Q: I have these PBE levels of tungsten in the fcc structure, scalar-relativistic and without spin polarisation. Could I have estimated them on paper from the levels at Γ alone? I also can't see a trend in the columns, where "level under 4" jumps from −8.90 to −37.52 eV.

Calculated values. JDFTx 1.7.0 (patched build), PBE with scalar-relativistic PseudoDojo 0.5 standard potentials, without spin polarisation or spin-orbit coupling, for fcc W at 16.73 Å³/atom; 11×11×11 k mesh, 1006.82 eV wave cutoff, Fermi-Dirac smearing of 0.05 eV. Levels are counted from the Fermi energy; k points are in fractions of the reciprocal cell vectors, with point a = 0.

| point b (reciprocal cell vector) | point c (reciprocal cell vector) | level point (row) | level under 4 (eV) | level under 3 (eV) | level under 2 (eV) | level under 1 (eV) | level over 1 (eV) | level over 2 (eV) |
| --- | --- | --- | --- | --- | --- | --- | --- | --- |
| 0.0000 | 0.0000 | 1 | -8.90 | -0.55 | -0.546 | -0.546 | 2.496 | 2.496 |
| 0.0000 | 0.4545 | 2 | -37.52 | -5.52 | -0.728 | -0.728 | 0.355 | 4.767 |
| 0.1818 | 0.1818 | 3 | -37.49 | -37.49 | -7.165 | -2.011 | 0.573 | 0.573 |
| 0.2727 | 0.2727 | 4 | -37.60 | -5.66 | -3.084 | -0.218 | 1.920 | 1.920 |
| 0.2727 | -0.2727 | 5 | -37.55 | -3.61 | -2.177 | -1.886 | 0.986 | 2.645 |
| 0.3636 | 0.3636 | 6 | -37.70 | -37.70 | -5.117 | -3.908 | 0.660 | 3.653 |
| 0.4545 | 0.4545 | 7 | -37.76 | -37.76 | -5.311 | -4.347 | 2.553 | 4.813 |

A: The columns rank levels by distance from the Fermi energy and do not follow bands. "Level under $n$" is the $n$th level below zero at that k point, "level over $n$" the $n$th above it, and "level point" numbers the rows. The values near −37.6 eV are the 5p semicore shell, which enters a column whenever fewer than four valence levels lie below zero. That count runs 4, 3, 2, 3, 3, 2, 2 over the rows, so at least two bands cross the Fermi energy and the cell is a metal. The wide separation between under 1 and over 1 in row 7 is therefore no band gap.

Q: And where in the zone are the rows?

A: Call point b and point c $k_b$ and $k_c$. With point a at zero, the wave vector in units of $2\pi/a$ is $(k_b+k_c,\ k_c-k_b,\ k_b-k_c)$, where $a = 4.060$ Å is the cube edge. Row 1 is Γ. Rows 3, 4, 6 and 7 lie on Γ–X, which I turn along $z$ as $(0,0,\xi)$; row 5 is $(\xi,\xi,0)$ on Γ–K and row 2 is $(\xi,\xi,\xi)$ close to L. At Γ, cubic symmetry identifies the s level at −8.90 eV, the $t_{2g}$ triplet at −0.546 eV and the $e_g$ pair at 2.496 eV, and the slightly different entry in under 3 is the same triplet rounded more coarsely.

Q: What is the rule?

A: A d level at $\mathbf k$ is the site energy $E_d$ plus the hopping to the twelve nearest neighbours, each weighted by its Bloch phase $\cos(\mathbf k\cdot\mathbf R)$. Two d orbitals couple by $\sigma$, $\pi$ or $\delta$ overlap, and canonical d-band theory fixes these as $-6:4:-1$ times one energy $\beta$. Every level then reads $E = E_d + \beta x$ with a pure number $x$. Take $xy$ on Γ–X with $c=\cos\pi\xi$. Its four neighbours in the $xy$ plane keep phase 1 and each gives $\tfrac34\sigma+\tfrac14\delta$, while the other eight have phase $c$ and each gives $\tfrac12\pi+\tfrac12\delta$:

$$x_{xy} = 3\sigma+\delta+4(\pi+\delta)c = -19+12c .$$

The same counting gives, on Γ–X,

$$x_{zx,yz}=6-13c,\qquad x_{x^2-y^2}=16-5.5c,\qquad x_{z^2}=-9+19.5c .$$

At Γ, where $c=1$, these collapse to $x=-7$ for $t_{2g}$ and $x=10.5$ for $e_g$, and the two d levels of row 1 fix both constants:

$$\beta=\frac{2.496+0.546}{17.5}=0.1738\ \text{eV},\qquad E_d=-0.546+7\beta=0.671\ \text{eV}.$$

Row 1 is matched by construction and tests nothing. No other row enters the constants.

Q: I can follow the algebra, but why does one member of the triplet fall while the other two rise?

A: It depends on which bonds feel the phase. The $xy$ orbital points its lobes at the four in-plane neighbours, and those strong $\sigma$ bonds stay bonding all along $z$. Only its $\pi$ contacts to the next layers change, from antibonding at Γ to bonding at X, so the level sinks. For $zx$ and $yz$ the $\sigma$ partners sit in the next layers, so the strongest bond turns antibonding and the pair climbs. The table shows the fall in all four rows on this line, ending at −4.347 eV, and the degenerate pair in rows 3 and 4 shows the climb. The orbital names come from degeneracy, continuity and the model, so they are argued assignments.

Q: Let me try row 4. There $k_b=k_c=3/11$, so $\xi=6/11$ and $c=-0.142$.

$$x_{xy}=-19-1.7=-20.7,\qquad E=0.671-0.1738\times20.7=-2.93\ \text{eV}$$

$$x_{zx,yz}=6+1.85=7.85,\qquad E=0.671+0.1738\times7.85=2.04\ \text{eV}$$

The table has −3.084 eV and a pair at 1.920 eV, so I am 0.16 and 0.12 eV too high. Does it work as well off this line?

A: Row 5 gives a mixed answer. It has the same $\xi$, but the phase now runs along $x$ and $y$ together, so $yz$ and $zx$ couple and must be taken as sum and difference:

$$x_{yz\mp zx}=-13c+6c^2\pm10(1-c^2)=1.97\pm9.80,\qquad x_{x^2-y^2}=16c^2-5.5c=1.1 .$$

The difference lands at 2.72 eV against 2.645 eV in the table, and $x^2-y^2$ at 0.86 eV against 0.986 eV. The rule also puts a mixture of $xy$ and $z^2$ between these two, where the table has no level. Mixing with the s level below presumably lifts it, perhaps as far as the 2.645 eV entry itself, so the first match is an assignment by nearness.

The sum is the failure. The rule puts it at −0.69 eV, while the nearest occupied level is −1.886 eV, and the error grows from 1.20 to 1.49 eV if the sum belongs to the level below that. If the assignment of the difference holds, symmetry separates the good case from the bad one, since $yz-zx$ has no s or p partner on this line, whereas $yz+zx$ can mix with $p_z$, and an empty p state above pushes it down. The level $x^2-y^2$ also has a p partner and is hardly off, but that partner should be much farther away. On a free-electron parabola started at the s level, the nearest plane waves of $p_z$ symmetry lie near 4 eV and those that match $x^2-y^2$ near 13 eV. That p mixing accounts for the whole shift remains my guess.

Q: How good is the rule over the whole table?

A: I can assign 13 d levels away from Γ, the highest ones only by their order in energy and two from a 2×2 problem in row 2, and the printed output after this exchange lists each error against the table. The median error is 0.25 eV and nine levels lie within 0.3 eV, but the rms error is 0.58 eV because three levels miss by about 1 eV. The four $xy$ levels on Γ–X, which symmetry keeps free of s and p, are all among the nine, and so is $yz-zx$ in row 5 if its assignment holds. Spin-orbit coupling, left out of the run, would split the triplet by a few tenths of an eV as a rough recalled size. The rule's typical error is thus of the same order as the effect of spin-orbit coupling, so polishing errors of that size means little, while the misses near 1 eV are real failures of the rule.

Q: One large miss was $yz+zx$. What are the other two?

A: The highest levels, over 2 in rows 7 and 2, where the rule is 0.93 and 1.25 eV too low. It is also too low at the bottom of the $xy$ branch, so the levels plotted against $x$ bend upward at both ends. Theory expects this, because neighbouring orbitals overlap and the energy shift is divided by the norm of the Bloch sum, which is large for bonding and small for antibonding combinations. Bonding levels are compressed and antibonding ones stretched, as in $E=C+Dx/(1-gx)$. Fitted to all 15 d levels, Γ included, this form lowers the rms error to 0.31 eV, yet it spoils the $t_{2g}$ anchor by 0.42 eV, and part of the gain is owed to fitting the very levels it is judged on.

Q: Do the ratio and the restriction to twelve neighbours matter?

A: Both do, with the same two anchors. A rough recalled hopping set without the $\delta$ term raises the rms error to 0.85 eV. Adding the six second neighbours, scaled as the inverse fifth power of distance, raises it to 1.10 eV, although those neighbours are certainly there. With the curved form the second shell gives 0.30 eV, no different from the first shell alone. I suspect that the straight twelve-neighbour rule works partly because two omissions cancel, but these rows cannot show that.

Q: And the lowest valence band? I would start a free-electron parabola at the s level.

A: Do so, with $E=-8.90+9.124\,k^2$ eV, the prefactor being $(\hbar^2/2m)(2\pi/a)^2$. Row 4 has $k^2=0.298$ and gives −6.19 eV against −5.66 eV, while the agreement to 0.14 eV in row 5 is a single case. Rows 3 and 4 lie above the parabola, although mixing with a d level overhead can only lower them, so the s branch is steeper than free; row 3 alone asks for a mass of 0.70 $m_e$.

Farther out the estimate breaks down. The lower of the parabola and the d level of the same symmetry is too high by more than 1 eV in rows 6 and 7 and by 2.28 eV in row 2. Repulsion between s and d is the standard cause, joined near a zone face by the second plane wave that splits the parabola. A plain two-level repair fails, since it must conserve the sum of both energies, and the estimated sum falls 0.84 to 2.75 eV below that of the observed pairs. The upper partners of these pairs, such as −0.218 eV in row 4, lie outside the rule, and for the two of them closest to zero, spin-orbit coupling might even change the side of the Fermi energy on which they fall.

Q: Can I carry this to another volume, or to the tungsten in a chip?

A: Canonical theory gives $\beta=(15/2\pi)\,\hbar^2 r_d^3/(mR^5)$ for neighbour distance $R$, and a rough recalled d radius $r_d$ of 1.3 Å yields 0.20 eV, close to the value read from Γ. It argues that a stretch of one percent narrows the d band by about five, which one volume cannot test; this cell is under slight tension, at −4.8 GPa, and reading $\beta$ from Γ absorbs that. Tungsten contacts and wiring are normally bcc, and fcc tungsten is known to be mechanically unstable, its zero force being imposed by symmetry. The counting carries over with new neighbour sums, in which the close second shell of bcc must be kept, but these energies do not, and they say nothing about resistivity.

Q: So which level is 4.813 eV in row 7?

A: The table leaves that open. With twelve neighbours the $zx,yz$ pair has $x=18.5$ and lies under $x^2-y^2$ at 21.3, while the second shell reverses the order, and both curved fits are equally good. The degeneracy would decide it: is that level a pair, or a single state?

Numerical output:

```
a = 4.060 A; parabola unit = 9.124 eV; table rounding 0.0005 to 0.005 eV
Gamma eg - t2g = 3.042 eV; beta = 0.1738 eV; Ed = 0.671 eV
beta from rough recalled r_d = 1.3 A: 0.20 eV
5p levels shown: -37.76 to -37.49 eV, span 0.27 eV
valence levels below zero, rows 1-7: [np.int64(4), np.int64(3), np.int64(2), np.int64(3), np.int64(3), np.int64(2), np.int64(2)]
cos(pi xi), rows 2-7: 0.142 0.415 -0.142 -0.142 -0.655 -0.959
errors (model - table, eV) over the 13 levels off Gamma; curved form fitted to all 15
12 neighbours -6:4:-1: rms 0.58 median 0.25 worst 1.25 | curved rms 0.31 worst 0.78
no delta, -16:8.8:0 (rough recalled): rms 0.85 median 0.65 worst 1.40 | curved rms 0.48 worst 1.19
-6:4:-1 plus second shell: rms 1.10 median 0.75 worst 2.51 | curved rms 0.30 worst 0.60
curved first set: C 0.34 eV, D 0.200 eV, g 0.0101
row orbital      x   table   rule  error  curved error (top = lower of zx, x2-y2)
1 t2g        -7.00 -0.546  -0.55 +0.00 -0.42
1 eg         10.50  2.496   2.50 -0.00 +0.20
3 xy        -14.02 -2.011  -1.77 +0.25 -0.10
4 xy        -20.71 -3.084  -2.93 +0.16 -0.00
6 xy        -26.86 -3.908  -4.00 -0.09 +0.02
7 xy        -30.51 -4.347  -4.63 -0.29 +0.02
3 zx,yz       0.60  0.573   0.78 +0.20 -0.11
4 zx,yz       7.85  1.920   2.04 +0.12 +0.13
6 top        14.51  3.653   3.19 -0.46 +0.10
7 top        18.47  4.813   3.88 -0.93 +0.08
2 pair low   -6.48 -0.728  -0.46 +0.27 -0.15
2 pair high  16.35  4.767   3.51 -1.25 -0.50
5 yz+zx      -7.83 -1.886  -0.69 +1.20 +0.78
5 x2-y2       1.11  0.986   0.86 -0.12 -0.42
5 yz-zx      11.77  2.645   2.72 +0.07 +0.37
rule within 0.3 eV: 9 of 13; within 0.5 eV: 10 of 13
row 5 yz+zx against the level below it instead: error +1.49 eV
row 7 x of zx, x2-y2: 18.5, 21.3; with second shell 20.7, 17.6
lowest level (eV): row, k^2, parabola, d level of s symmetry, table, lower estimate - table, s+d sum - pair sum
3 0.132  -7.69   0.51  -7.17 -0.53 no pair
4 0.298  -6.19  -1.38  -5.66 -0.53 -1.68
6 0.529  -4.07  -3.11  -5.12 +1.04 -2.73
7 0.826  -1.36  -4.15  -5.31 +1.16 -2.75
2 0.620  -3.24  -2.76  -5.52 +2.28 -0.84
5 0.595  -3.47  -1.24  -3.61 +0.14 no pair
mass matching the rise from row 1 to row 3: 0.70 m_e
```
